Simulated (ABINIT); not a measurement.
Write the native input for ABINIT 10.8.3 (patched build) that does the following.

* Task: single point
* Functional: r2SCAN
* Potentials or basis: PseudoDojo NC SR PBE v0.4.1 standard
* Cutoff: 1306 eV
* k mesh: 8 × 8 × 8
* Occupations: fermi-dirac, width 0.05 eV
* Spin: no spin polarisation

Si2Mo:

```xyz
3
Lattice="-1.6000 1.6000 3.9305 1.6000 -1.6000 3.9305 1.6000 1.6000 -3.9305" Properties=species:S:1:pos:R:3 pbc="T T T"
Mo    0.0000    0.0000    0.0000
Si    0.0000    0.0000    5.2433
Si    0.0000    0.0000    2.6177
```

The input as run:

run.abi

```
pp_dirpath "./"
pseudos "Mo.upf, Si.upf"

acell 4.5352872291 4.5352872291 4.5352872291 Angstrom
rprim
    -0.3527891221     0.3527891221     0.8666485278
     0.3527891221    -0.3527891221     0.8666485278
     0.3527891221     0.3527891221    -0.8666485278
ntypat 2
znucl 42 14
natom 3
typat 1 2 2
xcart
     0.0000000000     0.0000000000     0.0000000000
     0.0000000000     0.0000000000     9.9083764228
     0.0000000000     0.0000000000     4.9467606429

ecut 48.0

kptopt 1
ngkpt 8 8 8
nshiftk 1
shiftk 0.0 0.0 0.0

ixc -497498
usekden 1
nc_xccc_gspace 1
boxcutmin 3.0

nband 15
occopt 3
tsmear 0.00183747

nstep 100
tolvrs 1.0e-9

iomode 3
prtwf 0
prteig 0
prtebands 0
enunit 1
prtden 1
prtvha 1
prtvclmb 1
prtpot 1
```

Potentials or basis: PseudoDojo NC SR PBE v0.4.1 standard.

Run with:

```sh
$ mpirun --bind-to none -np 4 abinit run.abi > log 2>&1
```

Results of the run:

```
Pressure                                              : 0.3 GPa
Largest force                                         : 0.430 eV/Å
Band gap on the k mesh                                : none (metal or under the smearing width)
Valence electrons inside the program's atomic spheres : Mo 10.60; Si 1.77
```

Caveat: a meta-GGA on potentials with a model core is unreliable; the potentials were made for another functional, which shifts forces and pressure.

It took 11 min on 4 MPI ranks on Intel(R) Xeon(R) Platinum 8488C (Sapphire Rapids) (shared host), peak memory 1.6 GiB a rank.
